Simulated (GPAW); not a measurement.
# Sn (Fd-3m) in GPAW: notebook, part 3 of 3

GPAW 26.7.0. The steps go on from the part before.

### 5 Relaxation of cell and atoms, PBEsol

The input, run.py:

```python
from ase.filters import FrechetCellFilter
from ase.io import read, write
from ase.optimize import BFGS
from gpaw import GPAW, PW, setup_paths

setup_paths.insert(0, '.')

atoms = read('Sn.xyz')

calc = GPAW(mode=PW(600),
            xc='PBEsol',
            kpts={'size': (6, 6, 6), 'gamma': True},
            occupations={'name': 'fermi-dirac', 'width': 0.05},
            nbands=24,
            convergence={'density': 1e-05, 'energy': 1e-05},
            maxiter=150,
            txt='gpaw.txt')
atoms.calc = calc
opt = BFGS(FrechetCellFilter(atoms), trajectory='relax.traj', logfile='-')
done = opt.run(fmax=0.02, steps=60)
calc.write('gs.gpw')
write('result.traj', atoms)
print('Converged:', done)
print('Cell:', atoms.cell.cellpar().round(4))
print('Volume:', round(atoms.get_volume(), 4))
print(atoms.get_scaled_positions().round(5))
```

The input, Sn.xyz:

```xyz
2
Lattice="0.0000000000 3.2333428000 3.2333428000 3.2333428000 0.0000000000 3.2333428000 3.2333428000 3.2333428000 0.0000000000" Properties=species:S:1:pos:R:3 pbc="T T T"
Sn     4.8500142000      4.8500142000      4.8500142000
Sn     3.2333428000      3.2333428000      3.2333428000
```

Potentials or basis: PAW data sets generated in the run's folder for this functional, pw.

On the command line:

```bash
> gpaw-setup -f PBEsol Sn
> OMP_NUM_THREADS=1 python run.py
```

gpaw.txt:

```text
__  _  _
 | _ |_)|_||  |
 |__||  | ||/\| - 26.7.0

Input parameters:
  mode=PW(ecut=600.0),
  convergence={'density': 1e-05, 'energy': 1e-05},
  kpts=MonkhorstPack(size=(6, 6, 6), gamma=True),
  maxiter=150,
  nbands=24,
  occupations=Occupations(name='fermi-dirac', width=0.05),
  xc=XC(name='PBEsol')

Diagonalizing LCAO Hamiltonian
Converting LCAO to pw mode

            Sn

       Sn

Atoms  # Å, Bohr magnetons
|   | symbol |        x |        y |        z |    initial magnetic moments |
|---|--------|----------|----------|----------|-----------------------------|
| 0 |     Sn | 4.850014 | 4.850014 | 4.850014 | ( 0.0000,  0.0000,  0.0000) |
| 1 |     Sn | 3.233343 | 3.233343 | 3.233343 | ( 0.0000,  0.0000,  0.0000) |

Unit cell  # Å
| periodic |        x |        y |        z |  lengths |    angles |
|----------|----------|----------|----------|----------|-----------|
|      yes | 0.000000 | 3.233343 | 3.233343 | 4.572637 | 60.000000 |
|      yes | 3.233343 | 0.000000 | 3.233343 | 4.572637 | 60.000000 |
|      yes | 3.233343 | 3.233343 | 0.000000 | 4.572637 | 60.000000 |

Number of symmetries: 24
Symmetry operations  # r_c * U_cc + t_c -> r_c
|    | kind |            matrix            |
|----|------|------------------------------|
|  0 |  E   |  1, 0, 0,  0, 1, 0,  0, 0, 1 |
|  1 |  σ   |  1, 0, 0,  0, 0, 1,  0, 1, 0 |
|  2 |  σ   |  1, 0,-1,  0, 1,-1,  0, 0,-1 |
|  3 |  C3  |  1, 0,-1,  0, 0,-1,  0, 1,-1 |
|  4 |  C3  |  1,-1, 0,  0,-1, 1,  0,-1, 0 |
|  5 |  σ   |  1,-1, 0,  0,-1, 0,  0,-1, 1 |
|  6 |  σ   |  0, 1, 0,  1, 0, 0,  0, 0, 1 |
|  7 |  C3  |  0, 1, 0,  0, 0, 1,  1, 0, 0 |
|  8 |  C2  |  0, 1,-1,  1, 0,-1,  0, 0,-1 |
|  9 |  S4  |  0, 1,-1,  0, 0,-1,  1, 0,-1 |
| 10 |  C3  |  0, 0, 1,  1, 0, 0,  0, 1, 0 |
| 11 |  σ   |  0, 0, 1,  0, 1, 0,  1, 0, 0 |
| 12 |  S4  |  0, 0,-1,  1, 0,-1,  0, 1,-1 |
| 13 |  C3  |  0, 0,-1,  0, 1,-1,  1, 0,-1 |
| 14 |  S4  |  0,-1, 1,  1,-1, 0,  0,-1, 0 |
| 15 |  C2  |  0,-1, 1,  0,-1, 0,  1,-1, 0 |
| 16 |  C3  |  0,-1, 0,  1,-1, 0,  0,-1, 1 |
| 17 |  S4  |  0,-1, 0,  0,-1, 1,  1,-1, 0 |
| 18 |  S4  | -1, 1, 0, -1, 0, 1, -1, 0, 0 |
| 19 |  C3  | -1, 1, 0, -1, 0, 0, -1, 0, 1 |
| 20 |  C3  | -1, 0, 1, -1, 1, 0, -1, 0, 0 |
| 21 |  S4  | -1, 0, 1, -1, 0, 0, -1, 1, 0 |
| 22 |  σ   | -1, 0, 0, -1, 1, 0, -1, 0, 1 |
| 23 |  C2  | -1, 0, 0, -1, 0, 1, -1, 1, 0 |
[... 143 lines left out ...]
|        ... |               |           |
|          4 |       -16.656 |     2.000 |
|          5 |       -16.335 |     2.000 |
|          6 |       -16.335 |     2.000 |
|          7 |       -16.335 |     2.000 |
|          8 |       -16.326 |     2.000 |
|          9 |       -16.326 |     2.000 |
[... 8 lines left out ...]
|         18 |         9.796 |     0.000 |
|         19 |        12.894 |     0.000 |
|        ... |               |           |
|         23 |        13.183 |     0.000 |

No gap
No difference between direct/indirect transitions

Stress tensor  # eV/Ang^3
|         x |         y |         z |
|-----------|-----------|-----------|
| -0.008264 |  0.000000 |  0.000000 |
|  0.000000 | -0.008264 |  0.000000 |
|  0.000000 |  0.000000 | -0.008264 |

Forces  # eV/Ang
|        x |       y |        z |
|----------|---------|----------|
|  0.00000 | 0.00000 | -0.00000 |  # Sn   0
| -0.00000 | 0.00000 | -0.00000 |  # Sn   1

Interpolating wave functions to new cell

            Sn

       Sn

Atoms  # Å, Bohr magnetons
|   | symbol |        x |        y |        z |    initial magnetic moments |
|---|--------|----------|----------|----------|-----------------------------|
| 0 |     Sn | 4.859701 | 4.859701 | 4.859701 | ( 0.0000,  0.0000,  0.0000) |
| 1 |     Sn | 3.239801 | 3.239801 | 3.239801 | ( 0.0000,  0.0000,  0.0000) |

Unit cell  # Å
| periodic |         x |         y |         z |  lengths |    angles |
|----------|-----------|-----------|-----------|----------|-----------|
|      yes | -0.000000 |  3.239801 |  3.239801 | 4.581770 | 60.000000 |
|      yes |  3.239801 | -0.000000 |  3.239801 | 4.581770 | 60.000000 |
|      yes |  3.239801 |  3.239801 | -0.000000 | 4.581770 | 60.000000 |

Number of symmetries: 24
Symmetry operations  # r_c * U_cc + t_c -> r_c
|    | kind |            matrix            |
|----|------|------------------------------|
|  0 |  E   |  1, 0, 0,  0, 1, 0,  0, 0, 1 |
|  1 |  σ   |  1, 0, 0,  0, 0, 1,  0, 1, 0 |
|  2 |  σ   |  1, 0,-1,  0, 1,-1,  0, 0,-1 |
|  3 |  C3  |  1, 0,-1,  0, 0,-1,  0, 1,-1 |
|  4 |  C3  |  1,-1, 0,  0,-1, 1,  0,-1, 0 |
|  5 |  σ   |  1,-1, 0,  0,-1, 0,  0,-1, 1 |
|  6 |  σ   |  0, 1, 0,  1, 0, 0,  0, 0, 1 |
|  7 |  C3  |  0, 1, 0,  0, 0, 1,  1, 0, 0 |
|  8 |  C2  |  0, 1,-1,  1, 0,-1,  0, 0,-1 |
|  9 |  S4  |  0, 1,-1,  0, 0,-1,  1, 0,-1 |
| 10 |  C3  |  0, 0, 1,  1, 0, 0,  0, 1, 0 |
| 11 |  σ   |  0, 0, 1,  0, 1, 0,  1, 0, 0 |
| 12 |  S4  |  0, 0,-1,  1, 0,-1,  0, 1,-1 |
| 13 |  C3  |  0, 0,-1,  0, 1,-1,  1, 0,-1 |
| 14 |  S4  |  0,-1, 1,  1,-1, 0,  0,-1, 0 |
| 15 |  C2  |  0,-1, 1,  0,-1, 0,  1,-1, 0 |
| 16 |  C3  |  0,-1, 0,  1,-1, 0,  0,-1, 1 |
| 17 |  S4  |  0,-1, 0,  0,-1, 1,  1,-1, 0 |
| 18 |  S4  | -1, 1, 0, -1, 0, 1, -1, 0, 0 |
| 19 |  C3  | -1, 1, 0, -1, 0, 0, -1, 0, 1 |
| 20 |  C3  | -1, 0, 1, -1, 1, 0, -1, 0, 0 |
| 21 |  S4  | -1, 0, 1, -1, 0, 0, -1, 1, 0 |
| 22 |  σ   | -1, 0, 0, -1, 1, 0, -1, 0, 1 |
| 23 |  C2  | -1, 0, 0, -1, 0, 1, -1, 1, 0 |
[... 141 lines left out ...]
|        ... |               |           |
|          4 |       -16.705 |     2.000 |
|          5 |       -16.388 |     2.000 |
|          6 |       -16.388 |     2.000 |
|          7 |       -16.388 |     2.000 |
|          8 |       -16.380 |     2.000 |
|          9 |       -16.380 |     2.000 |
[... 8 lines left out ...]
|         18 |         9.732 |     0.000 |
|         19 |        12.820 |     0.000 |
|        ... |               |           |
|         23 |        13.120 |     0.000 |

No gap
No difference between direct/indirect transitions

Stress tensor  # eV/Ang^3
|         x |         y |         z |
|-----------|-----------|-----------|
| -0.006481 | -0.000000 | -0.000000 |
| -0.000000 | -0.006481 |  0.000000 |
| -0.000000 |  0.000000 | -0.006481 |

Forces  # eV/Ang
|        x |        y |        z |
|----------|----------|----------|
| -0.00000 | -0.00000 |  0.00000 |  # Sn   0
| -0.00000 | -0.00000 | -0.00000 |  # Sn   1

Interpolating wave functions to new cell

            Sn

       Sn

Atoms  # Å, Bohr magnetons
|   | symbol |        x |        y |        z |    initial magnetic moments |
|---|--------|----------|----------|----------|-----------------------------|
| 0 |     Sn | 4.896101 | 4.896101 | 4.896101 | ( 0.0000,  0.0000,  0.0000) |
| 1 |     Sn | 3.264067 | 3.264067 | 3.264067 | ( 0.0000,  0.0000,  0.0000) |

Unit cell  # Å
| periodic |        x |        y |         z |  lengths |    angles |
|----------|----------|----------|-----------|----------|-----------|
|      yes | 0.000000 | 3.264067 |  3.264067 | 4.616088 | 60.000000 |
|      yes | 3.264067 | 0.000000 |  3.264067 | 4.616088 | 60.000000 |
|      yes | 3.264067 | 3.264067 | -0.000000 | 4.616088 | 60.000000 |

Number of symmetries: 24
Symmetry operations  # r_c * U_cc + t_c -> r_c
|    | kind |            matrix            |
|----|------|------------------------------|
|  0 |  E   |  1, 0, 0,  0, 1, 0,  0, 0, 1 |
|  1 |  σ   |  1, 0, 0,  0, 0, 1,  0, 1, 0 |
|  2 |  σ   |  1, 0,-1,  0, 1,-1,  0, 0,-1 |
|  3 |  C3  |  1, 0,-1,  0, 0,-1,  0, 1,-1 |
|  4 |  C3  |  1,-1, 0,  0,-1, 1,  0,-1, 0 |
|  5 |  σ   |  1,-1, 0,  0,-1, 0,  0,-1, 1 |
|  6 |  σ   |  0, 1, 0,  1, 0, 0,  0, 0, 1 |
|  7 |  C3  |  0, 1, 0,  0, 0, 1,  1, 0, 0 |
|  8 |  C2  |  0, 1,-1,  1, 0,-1,  0, 0,-1 |
|  9 |  S4  |  0, 1,-1,  0, 0,-1,  1, 0,-1 |
| 10 |  C3  |  0, 0, 1,  1, 0, 0,  0, 1, 0 |
| 11 |  σ   |  0, 0, 1,  0, 1, 0,  1, 0, 0 |
| 12 |  S4  |  0, 0,-1,  1, 0,-1,  0, 1,-1 |
| 13 |  C3  |  0, 0,-1,  0, 1,-1,  1, 0,-1 |
| 14 |  S4  |  0,-1, 1,  1,-1, 0,  0,-1, 0 |
| 15 |  C2  |  0,-1, 1,  0,-1, 0,  1,-1, 0 |
| 16 |  C3  |  0,-1, 0,  1,-1, 0,  0,-1, 1 |
| 17 |  S4  |  0,-1, 0,  0,-1, 1,  1,-1, 0 |
| 18 |  S4  | -1, 1, 0, -1, 0, 1, -1, 0, 0 |
| 19 |  C3  | -1, 1, 0, -1, 0, 0, -1, 0, 1 |
| 20 |  C3  | -1, 0, 1, -1, 1, 0, -1, 0, 0 |
| 21 |  S4  | -1, 0, 1, -1, 0, 0, -1, 1, 0 |
| 22 |  σ   | -1, 0, 0, -1, 1, 0, -1, 0, 1 |
| 23 |  C2  | -1, 0, 0, -1, 0, 1, -1, 1, 0 |
[... 142 lines left out ...]
|        ... |               |           |
|          4 |       -16.883 |     2.000 |
|          5 |       -16.585 |     2.000 |
|          6 |       -16.585 |     2.000 |
|          7 |       -16.585 |     2.000 |
|          8 |       -16.579 |     2.000 |
|          9 |       -16.579 |     2.000 |
[... 8 lines left out ...]
|         18 |         9.497 |     0.000 |
|         19 |        12.546 |     0.000 |
|        ... |               |           |
|         23 |        12.887 |     0.000 |

No gap
No difference between direct/indirect transitions

Stress tensor  # eV/Ang^3
|         x |         y |         z |
|-----------|-----------|-----------|
| -0.000219 | -0.000000 |  0.000000 |
| -0.000000 | -0.000219 |  0.000000 |
|  0.000000 |  0.000000 | -0.000219 |

Forces  # eV/Ang
|        x |        y |        z |
|----------|----------|----------|
| -0.00000 | -0.00000 | -0.00000 |  # Sn   0
|  0.00000 |  0.00000 |  0.00000 |  # Sn   1

# Writing to gs.gpw (mode='')
```

Wall time 28 s (1 thread of Intel Xeon 6975P-C (Granite Rapids), shared host); peak memory 0.19 GiB.

Results:

```yaml
Free_energy: -8.8603 eV
Relaxed_volume: 34.78 Å³/atom
Relaxed_cell: a = 4.616 Å, b = 4.616 Å, c = 4.616 Å, α = 60.00°, β = 60.00°, γ = 60.00°
Space_group_after_relaxing_to_0.05_Å: Fd-3m (No. 227)
Energy_gained_by_relaxing: 4.1 meV/atom
Ionic_steps: 3
Pressure_after_relaxing: 0.0 GPa
Band_gap_on_the_k_mesh: none (metal or under the smearing width)
```

Step by step:
| step | energy change (eV) | largest force (eV/Å) | pressure (GPa) | volume (Å³) |
| --- | --- | --- | --- | --- |
| 1 | 0.0000 | 0.0000 | 1.32 | 67.61 |
| 2 | -0.0030 | 0.0000 | 1.04 | 68.01 |
| 3 | -0.0082 | 0.0000 | 0.04 | 69.55 |

Final structure:
```
Sn
1.0
     0.00000    3.26407    3.26407
     3.26407    0.00000    3.26407
     3.26407    3.26407    0.00000
Sn
2
Direct
  0.75000 0.75000 0.75000
  0.50000 0.50000 0.50000
```

Caveat: later steps reuse the first step's grids.

### 6 The runs side by side

```csv
level,potentials or basis,eigensolver,gap on the mesh (eV),pressure (GPa),relaxed volume (Å³/atom)
BLYP,"PAW data sets generated in the run's folder for this functional, pw",davidson,none,0.0,39.34
r2SCAN,"GPAW PAW data sets (gpaw-data 1.2.1), pw",-,none,0.1,35.25
AM05,"PAW data sets generated in the run's folder for this functional, pw",-,none,0.1,35.05
PBEsol,"PAW data sets generated in the run's folder for this functional, pw",-,none,0.0,34.78
```

Alike in all rows: task relaxation of cell and atoms; no spin polarisation; cell relaxed; k mesh 6 × 6 × 6; cutoff (eV) 600; smearing fermi-dirac 0.05 eV.

Caveats: later steps reuse the first step's grids; the volume moved by over 15 % at a fixed basis, so the end points are rough (some runs); the PAW data sets were made with another functional, which shifts forces and pressure a little (some runs).

Total energies depend on the potentials used, so only differences within one code and one set of settings carry meaning.
